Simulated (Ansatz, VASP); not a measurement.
Re: VASP beside Ansatz

The input INCAR:

```
ALGO = Normal ; EDIFF = 1E-6
ENCUT = 520 ; GGA = PE
ISIF = 2 ; ISMEAR = -1
LASPH = True ; LCHARG = False
LREAL = False ; LWAVE = False
NBANDS = 10 ; NELM = 60
PREC = Accurate ; SIGMA = 0.05
```

KPOINTS

```
k-points
0
Gamma
  15 15 15
```

POSCAR

```
Re
1.0
   -1.5255105685      1.5255105685      1.5255105685
    1.5255105685     -1.5255105685      1.5255105685
    1.5255105685      1.5255105685     -1.5255105685
Re
1
Direct
    0.0000000000      0.0000000000      0.0000000000
```

Input for Ansatz:

```yaml
crystal:
  lattice:
    - [-1.5255105685, 1.5255105685, 1.5255105685]
    - [1.5255105685, -1.5255105685, 1.5255105685]
    - [1.5255105685, 1.5255105685, -1.5255105685]
  atoms:
    - { symbol: Re, position: [0.0, 0.0, 0.0] }
kpoints:
  mp_grid: { grid: [15, 15, 15] }
scf:
  occupations: { method: fermi_dirac, width: 0.05 }
hamiltonian:
  xc: pbe
  pseudopotentials: { kind: all_electron, lapw: { basis_error: 0.00025 } }
output:
  forces: true
  stress: true
  eigenvalues: true
```

Change from the starting cell: volume scaled by 0.9405.

Alike in both runs: task single point; functional PBE; k mesh 15 × 15 × 15; occupations fermi-dirac, width 0.05 eV; no spin polarisation.

|  | VASP | Ansatz |
| --- | --- | --- |
| version | VASP 6.6.1 | Ansatz 0.2.0 |
| potentials or method | VASP PAW PBE potentials, release 64 (Re) | all-electron LAPW, scalar-relativistic |
| plane-wave cutoff (eV) | 520 | see its input |

VASP gave:

* pressure (GPa): 24.8

Problem. Estimate Ansatz's values.

Solution. Pressure (GPa): 24.9.

Ansatz ran all-electron here, so the differences hold the error of VASP's frozen core and of both bases.

Caveats: so large a pressure means that the cell lies far from this level's equilibrium, or that cutoff or potentials fall short (VASP). The runs have no spin-orbit coupling, so splittings on Re are missing.
